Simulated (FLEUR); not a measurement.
# SiC (Moissanite 3C) (F-43m) in FLEUR: a series of runs

One crystal, SiC (Moissanite 3C), is run at these levels: PBE; tasks: single point.

All numbers are computed with FLEUR MaX-R8.1 (later development tree); they aren't measurements. Logs are shortened: lines on timing, memory, paths and dates and some standing lists are left out, and cuts for length are marked.

**Measured values to compare with.**

From “Insight into the structural, elastic and electronic properties of a new orthorhombic 6O-SiC polytype”, 2020, pmc:7200658, for a bulk crystal of SiC: band gap 2.4 eV (indirect).

How close the calculation comes is told below.

## (1) The crystal as given

Symmetry: F-43m, No. 216, cubic system. The conventional cell has a = 4.358 Å, b = 4.358 Å, c = 4.358 Å, α = 90.00°, β = 90.00°, γ = 90.00°. Si (site symmetry -43m) has 4 C at 1.89 Å as nearest neighbours. Around C (site symmetry -43m) lie 4 Si at 1.89 Å.

## (2) Single point, PBE

The input, inp.xml:

```xml
<?xml version="1.0" encoding="UTF-8" standalone="no"?>
<fleurInput fleurInputVersion="0.39">
   <comment>
      SiC                                                                                                 
   </comment>
   <calculationSetup>
      <cutoffs Kmax="5.7" Gmax="17.7" GmaxXC="17.7" numbands="0"/>
      <scfLoop itmax="60" minDistance="0.00001" maxIterBroyd="15" imix="Anderson" alpha="0.05" precondParam="0.0" spinf="2.0" sdNocoIR="T"/>
      <coreElectrons ctail="T" frcor="F" kcrel="0" coretail_lmax="0"/>
      <xcFunctional name="pbe" relativisticCorrections="F"/>
      <magnetism jspins="1"/>
      <soc l_soc="F" theta="0.0" phi="0.0" spav="F"/>
      <expertModes spex="0" secvar="F"/>
      <geometryOptimization l_f="T" forcealpha="1.0" forcemix="BFGS" epsdisp="0.0005" epsforce="0.0002"/>
      <ldaU l_linMix="F" mixParam="0.05" spinf="1.0"/>
   </calculationSetup>
   <cell>
      <bzIntegration valenceElectrons="16.0" mode="hist" fermiSmearingEnergy="0.00183747">
         <kPointListSelection listName="default-1"/>
         <!-- k-points included here -->
         <xi:include xmlns:xi="http://www.w3.org/2001/XInclude" href="kpts.xml"> </xi:include>
      </bzIntegration>
      <!-- symmetry operations included here -->
      <xi:include xmlns:xi="http://www.w3.org/2001/XInclude" href="sym.xml"> </xi:include>
      <bulkLattice scale="1.0">
         <bravaisMatrix>
            <row-1>    0.0000000000000000     4.1177132255033992     4.1177132255033992</row-1>
            <row-2>    4.1177132255033992     0.0000000000000000     4.1177132255033992</row-2>
            <row-3>    4.1177132255033992     4.1177132255033992     0.0000000000000000</row-3>
         </bravaisMatrix>
      </bulkLattice>
   </cell>
   <atomSpecies>
      <species name="Silicon (Si)" element="Si" atomicNumber="14">
         <mtSphere radius="1.72" gridPoints="585" logIncrement="0.019"/>
         <atomicCutoffs lmax="8" lnonsphr="6"/>
         <electronConfig flipSpins="F">
            <coreConfig>(1s1/2)</coreConfig>
            <valenceConfig>(2s1/2) (2p1/2) (2p3/2) (3s1/2) (3p1/2) (3p3/2)</valenceConfig>
            <stateOccupation state="(3p1/2)" spinUp="0.333333" spinDown="0.333333"/>
            <stateOccupation state="(3p3/2)" spinUp="0.666667" spinDown="0.666667"/>
         </electronConfig>
         <energyParameters s="3" p="3" d="3" f="4"/>
         <lo type="SCLO" l="0" n="2" eDeriv="0"/>
         <lo type="SCLO" l="1" n="2" eDeriv="0"/>
         <lo type="SCLO" l="2" n="3" eDeriv="2"/>
         <lo type="SCLO" l="3" n="4" eDeriv="2"/>
      </species>
      <species name="Carbon (C)" element="C" atomicNumber="6">
         <mtSphere radius="1.49" gridPoints="507" logIncrement="0.02"/>
         <atomicCutoffs lmax="8" lnonsphr="6"/>
         <electronConfig flipSpins="F">
            <coreConfig>(1s1/2)</coreConfig>
            <valenceConfig>(2s1/2) (2p1/2) (2p3/2)</valenceConfig>
            <stateOccupation state="(2p1/2)" spinUp="0.333333" spinDown="0.333333"/>
            <stateOccupation state="(2p3/2)" spinUp="0.666667" spinDown="0.666667"/>
         </electronConfig>
         <energyParameters s="2" p="2" d="3" f="4"/>
         <lo type="SCLO" l="0" n="2" eDeriv="2"/>
         <lo type="SCLO" l="1" n="2" eDeriv="2"/>
         <lo type="SCLO" l="2" n="3" eDeriv="2"/>
      </species>
   </atomSpecies>
   <atomGroups>
      <atomGroup species="Silicon (Si)">
         <relPos label="                   1">.0000000000 .0000000000 .0000000000</relPos>
         <force calculate="T" relaxXYZ="TTT"/>
      </atomGroup>
      <atomGroup species="Carbon (C)">
         <relPos label="                   2">-1.000/4.000 -1.000/4.000 -1.000/4.000</relPos>
         <force calculate="T" relaxXYZ="TTT"/>
      </atomGroup>
   </atomGroups>
   <output dos="F" band="F" slice="F">
      <checks vchk="F" cdinf="F"/>
      <bandDOS minEnergy="-.5*Htr" maxEnergy="0.5*Htr" sigma="0.015" storeEVData="T"/>
      <vacuumDOS vacdos="F" integ="F" star="F" nstars="0" locx1="0.0" locy1="0.0" locx2="0.0" locy2="0.0" nstm="0" tworkf="0.0"/>
      <unfoldingBand unfoldBand="F" supercellX="1" supercellY="1" supercellZ="1"/>
      <plotting iplot="0" polar="F">
         <plot TwoD="T" vec1="  1.0  0.0  0.0" vec2="  0.0  1.0  0.0" vec3="  0.0  0.0  1.0" zero="  0.0  0.0  0.0" file="plot"/>
      </plotting>
      <chargeDensitySlicing numkpt="0" minEigenval="0.0" maxEigenval="0.0" nnne="0" pallst="F"/>
      <specialOutput eonly="F"/>
      <moessbauerParams electricFieldGradient="T" isomerShift="T" coreHyperfine="T" valenceHyperfine="T"/>
      <magneticCircularDichroism mcd="F" energyLo="-10.0" energyUp="0.0"/>
   </output>
  <!-- We include the file relax.xml here to enable relaxations (see documentation) -->
  <xi:include xmlns:xi="http://www.w3.org/2001/XInclude" href="relax.xml"> <xi:fallback/> </xi:include>
</fleurInput>
```

The input, crystal.txt:

```
SiC
&input cartesian=F /
0.0000000000  2.1790000000  2.1790000000
2.1790000000  0.0000000000  2.1790000000
2.1790000000  2.1790000000  0.0000000000
1.8897261246
1.0 1.0 1.0

2
14 0.0000000000  0.0000000000  0.0000000000
6 0.7500000000  0.7500000000  0.7500000000

&kpt div1=10 div2=10 div3=10 gamma=T /
```

Potentials or basis: all-electron, FLAPW.

The run is started by

```console
> inpgen -f crystal.txt -profile fastHighL
> # inp.xml edited to the form shown
> fleur_MPI
```

Output:

```text
Welcome to FLEUR        (www.flapw.de)
      MaX-Release 8.1          (www.max-centre.eu)

 ========== k-point set info ==========
 Selected k-point list: default-1
 k-point list type: mesh
 10 x 10 x 10
 Number of k points: 47

 ------------Calculation Setup---------------------------
 Number of MPI-tasks      :            1
 Number of PE/node        :            1
 Number of OMP-threads    :            1
 Most efficient MPI parallelization for:
           1          47
 Additional eigenvalue parallelization possible
 Number of basis functions:          504
 Approximate size of matrices (H+S) per k-point:         0.008 GB
 --------------------------------------------------------
Nuclear radius smaller than smallest radial mesh point for atom type 2 -- skipping its core isomer shift
Nuclear radius smaller than smallest radial mesh point for atom type 2 -- skipping its isomer shift
 Iteration:     1   Distance:      24.02915510 me/bohr^3
Nuclear radius smaller than smallest radial mesh point for atom type 2 -- skipping its core isomer shift
Nuclear radius smaller than smallest radial mesh point for atom type 2 -- skipping its isomer shift
 Iteration:     2   Distance:      21.41877185 me/bohr^3
Nuclear radius smaller than smallest radial mesh point for atom type 2 -- skipping its core isomer shift
Nuclear radius smaller than smallest radial mesh point for atom type 2 -- skipping its isomer shift
 Iteration:     3   Distance:       7.99973790 me/bohr^3
Nuclear radius smaller than smallest radial mesh point for atom type 2 -- skipping its core isomer shift
Nuclear radius smaller than smallest radial mesh point for atom type 2 -- skipping its isomer shift
 Iteration:     4   Distance:       4.75313903 me/bohr^3
Nuclear radius smaller than smallest radial mesh point for atom type 2 -- skipping its core isomer shift
Nuclear radius smaller than smallest radial mesh point for atom type 2 -- skipping its isomer shift
 Iteration:     5   Distance:       0.97747716 me/bohr^3
Nuclear radius smaller than smallest radial mesh point for atom type 2 -- skipping its core isomer shift
Nuclear radius smaller than smallest radial mesh point for atom type 2 -- skipping its isomer shift
 Iteration:     6   Distance:       0.19342738 me/bohr^3
Nuclear radius smaller than smallest radial mesh point for atom type 2 -- skipping its core isomer shift
Nuclear radius smaller than smallest radial mesh point for atom type 2 -- skipping its isomer shift
 Iteration:     7   Distance:       0.15577250 me/bohr^3
Nuclear radius smaller than smallest radial mesh point for atom type 2 -- skipping its core isomer shift
Nuclear radius smaller than smallest radial mesh point for atom type 2 -- skipping its isomer shift
 Iteration:     8   Distance:       0.03921592 me/bohr^3
Nuclear radius smaller than smallest radial mesh point for atom type 2 -- skipping its core isomer shift
Nuclear radius smaller than smallest radial mesh point for atom type 2 -- skipping its isomer shift
 Iteration:     9   Distance:       0.01771147 me/bohr^3
Nuclear radius smaller than smallest radial mesh point for atom type 2 -- skipping its core isomer shift
Nuclear radius smaller than smallest radial mesh point for atom type 2 -- skipping its isomer shift
 Iteration:    10   Distance:       0.00307652 me/bohr^3
Nuclear radius smaller than smallest radial mesh point for atom type 2 -- skipping its core isomer shift
Nuclear radius smaller than smallest radial mesh point for atom type 2 -- skipping its isomer shift
 Iteration:    11   Distance:       0.00529920 me/bohr^3
Nuclear radius smaller than smallest radial mesh point for atom type 2 -- skipping its core isomer shift
Nuclear radius smaller than smallest radial mesh point for atom type 2 -- skipping its isomer shift
 Iteration:    12   Distance:       0.00019502 me/bohr^3
Nuclear radius smaller than smallest radial mesh point for atom type 2 -- skipping its core isomer shift
Nuclear radius smaller than smallest radial mesh point for atom type 2 -- skipping its isomer shift
 Iteration:    13   Distance:       0.00003105 me/bohr^3
Nuclear radius smaller than smallest radial mesh point for atom type 2 -- skipping its core isomer shift
Nuclear radius smaller than smallest radial mesh point for atom type 2 -- skipping its isomer shift
 Iteration:    14   Distance:       0.00002483 me/bohr^3
Nuclear radius smaller than smallest radial mesh point for atom type 2 -- skipping its core isomer shift
Nuclear radius smaller than smallest radial mesh point for atom type 2 -- skipping its isomer shift
 Iteration:    15   Distance:       0.00000042 me/bohr^3
Nuclear radius smaller than smallest radial mesh point for atom type 2 -- skipping its core isomer shift
Nuclear radius smaller than smallest radial mesh point for atom type 2 -- skipping its isomer shift

 ********************************************************************
 Run finished successfully
 Stop message:
   Structural relaxation: Done
 ********************************************************************
```

Run time: 1.9 min. Hardware: 1 thread of Arm Neoverse V1, shared host; peak memory 0.06 GiB.

What came out:

* Free energy: -8929.5385 eV
* Band gap on the k mesh: 1.36 eV, indirect (least direct gap 4.55 eV)
* Valence electrons inside the program's atomic spheres: Si 9.15; C 2.52 (radii Si 1.72, C 1.49 bohr)

Core levels (eV from the Fermi level):
```
atom         levels
1 Si  1s1/2 -1779.4
 2 C   1s1/2 -263.6
```

## (3) Single point, PBE (atoms moved at random, drawn with an rms of 0.05 Å)

inp.xml, as its differences from that of step 2:

```diff
@@ -34,3 +34,3 @@
       <species name="Silicon (Si)" element="Si" atomicNumber="14">
-         <mtSphere radius="1.72" gridPoints="585" logIncrement="0.019"/>
+         <mtSphere radius="1.72" gridPoints="565" logIncrement="0.02"/>
          <atomicCutoffs lmax="8" lnonsphr="6"/>
@@ -49,3 +49,3 @@
       <species name="Carbon (C)" element="C" atomicNumber="6">
-         <mtSphere radius="1.49" gridPoints="507" logIncrement="0.02"/>
+         <mtSphere radius="1.49" gridPoints="489" logIncrement="0.021"/>
          <atomicCutoffs lmax="8" lnonsphr="6"/>
@@ -65,3 +65,3 @@
       <atomGroup species="Silicon (Si)">
-         <relPos label="                   1">.0000000000 .0000000000 .0000000000</relPos>
+         <relPos label="                   1">.0229970000 -.0244710000 -.0028050000</relPos>
          <force calculate="T" relaxXYZ="TTT"/>
@@ -69,3 +69,3 @@
       <atomGroup species="Carbon (C)">
-         <relPos label="                   2">-1.000/4.000 -1.000/4.000 -1.000/4.000</relPos>
+         <relPos label="                   2">-.2169470000 -.2550000000 -.2580960000</relPos>
          <force calculate="T" relaxXYZ="TTT"/>
```

crystal.txt, as its differences from that of step 2:

```diff
@@ -9,4 +9,4 @@
 2
-14 0.0000000000  0.0000000000  0.0000000000
-6 0.7500000000  0.7500000000  0.7500000000
+14 0.0229970000  -0.0244710000  -0.0028050000
+6 0.7830530000  0.7450000000  0.7419040000
```

Potentials or basis: all-electron, FLAPW.

The run is started by

```console
> inpgen -f crystal.txt -profile fastHighL
> # inp.xml edited to the form shown
> fleur_MPI
```

Output:

```text
Welcome to FLEUR        (www.flapw.de)
      MaX-Release 8.1          (www.max-centre.eu)

 ========== k-point set info ==========
 Selected k-point list: default-1
 k-point list type: mesh
 10 x 10 x 10
 Number of k points: 504

 ------------Calculation Setup---------------------------
 Number of MPI-tasks      :            1
 Number of PE/node        :            1
 Number of OMP-threads    :            1
 Most efficient MPI parallelization for:
           1           2           3           4           6           7           8           9          12          14          18          21          24          28          36          42          56          63          72          84         126         168         252         504
 Additional eigenvalue parallelization possible
 Number of basis functions:          504
 Approximate size of matrices (H+S) per k-point:         0.008 GB
 --------------------------------------------------------
 Iteration:     1   Distance:      24.20790829 me/bohr^3
 Iteration:     2   Distance:      21.57873652 me/bohr^3
 Iteration:     3   Distance:       8.04758952 me/bohr^3
 Iteration:     4   Distance:       4.78693065 me/bohr^3
 Iteration:     5   Distance:       0.98877164 me/bohr^3
 Iteration:     6   Distance:       0.19507320 me/bohr^3
 Iteration:     7   Distance:       0.15635825 me/bohr^3
 Iteration:     8   Distance:       0.03862411 me/bohr^3
 Iteration:     9   Distance:       0.01218703 me/bohr^3
 Iteration:    10   Distance:       0.00253701 me/bohr^3
 Iteration:    11   Distance:       0.00477623 me/bohr^3
 Iteration:    12   Distance:       0.00028513 me/bohr^3
 Iteration:    13   Distance:       0.00003029 me/bohr^3
 Iteration:    14   Distance:       0.00002217 me/bohr^3
 Iteration:    15   Distance:       0.00001758 me/bohr^3
 Iteration:    16   Distance:       0.00001555 me/bohr^3
 Iteration:    17   Distance:       0.00000288 me/bohr^3
 Reset of history

 ********************************************************************
 Run finished successfully
 Stop message:
   Structural relaxation: new displacements generated
 ********************************************************************
```

Wall time 28 min (1 thread of Arm Neoverse V1, shared host); peak memory 0.18 GiB.

Results:

```
Free energy                                           : -8929.4871 eV
Largest force                                         : 1.453 eV/Å
Band gap on the k mesh                                : 1.04 eV, indirect (least direct gap 4.38 eV)
Valence electrons inside the program's atomic spheres : Si 9.16; C 2.52 (radii Si 1.72, C 1.49 bohr)
```

Forces on the atoms (eV/Å):
```
Si   0.646  0.340  1.255
C   -0.646 -0.340 -1.256
```

Core levels (eV from the Fermi level):
| atom | levels |
| --- | --- |
| 1 Si | 1s1/2 -1779.7 |
| 2 C | 1s1/2 -263.9 |

A k mesh can miss the band edges.

## (4) How close it comes

Step 2. A measured gap of SiC is 2.4 eV (indirect; quoted in “Insight into the structural, elastic and electronic properties of a new orthorhombic 6O-SiC polytype”, 2020, pmc:7200658); the calculated 1.36 eV misses it by -1.04 eV. The value is that of PBE on a finite k mesh, which can miss the band edges, without temperature or zero-point motion. Semilocal functionals fall short of measured gaps as a rule.
